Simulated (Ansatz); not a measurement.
## SnO₂: energy above lowest point against volume scale

Results calculated with Ansatz 0.2.0, not measured. Free energy against uniform scaling of the volume at fixed shape and fractions; periodic cell, basis, potentials, k mesh and filling as listed.

The cell before it is scaled or strained (space group R-3m, No. 166):
```
SnO2
1.0
      1.6171     0.9336     4.8006
     -1.6171     0.9336     4.8006
      0.0000    -1.8673     4.8006
Sn O
1 2
Direct
  0.50000 0.50000 0.50000
  0.23717 0.23717 0.23717
  0.76283 0.76283 0.76283
```

Settings of every row: functional PBEsol; dispersion none; potentials all-electron LAPW; k mesh 8x8x8; k shift 0x0x0; occupations cold; smearing width 0.05 eV; spin none.

Limits: the cell comes from a prototype or a list of computed structures and needn't be the stable phase.

```
row  volume scale  V (Å³/atom)  energy above lowest point (meV/atom)
  1          0.94       13.626                                   4.5
  2          0.96       13.916                                     0
  3          0.98       14.206                                   1.5
  4             1       14.496                                     ?
  5          1.02       14.786                                  19.9
  6          1.04       15.076                                  35.8
  7          1.06       15.365                                  55.3
```

Question: what energy above lowest point should row 4 give?

Worked fit of energy above lowest point. Take u = (V_r/V)^(2/3) − 1 with V_r = 14.496 Å³ an atom, which is twice the finite (Eulerian) strain; such expansions in the strain, on which the Birch-Murnaghan equation of state is built, carry the rest volume and the bulk modulus. The shown rows have u = 0.04213, 0.0276, 0.01356, -0.01312, -0.02582, -0.03807. Least squares give energy above lowest point = 8.33 − 697.9 × u + 14239 × u² + 4033 × u³ meV/atom; a parabola predicts inner rows, each left out in turn, worse (root mean square 0.09 against 0.043 meV/atom). All shown rows lie on it to the printed digit. Its lowest point lies at u = 0.0243, or V = 13.98 Å³ an atom, and the curvature there gives the bulk modulus at fixed shape and fractions, B = (4/9)(1 + u)² E″(u)/V = 155 GPa. Letting shape and atoms relax would as a rule lower it, by much in layered, chain or molecular crystals. The withheld row has u = 0, so the fit gives 8.33 − 697.9 × (0) + 14239 × (0)² + 4033 × (0)³ = 8.3 meV/atom.

The calculation gave 8.3 meV/atom. The fit meets it to the printed digit.
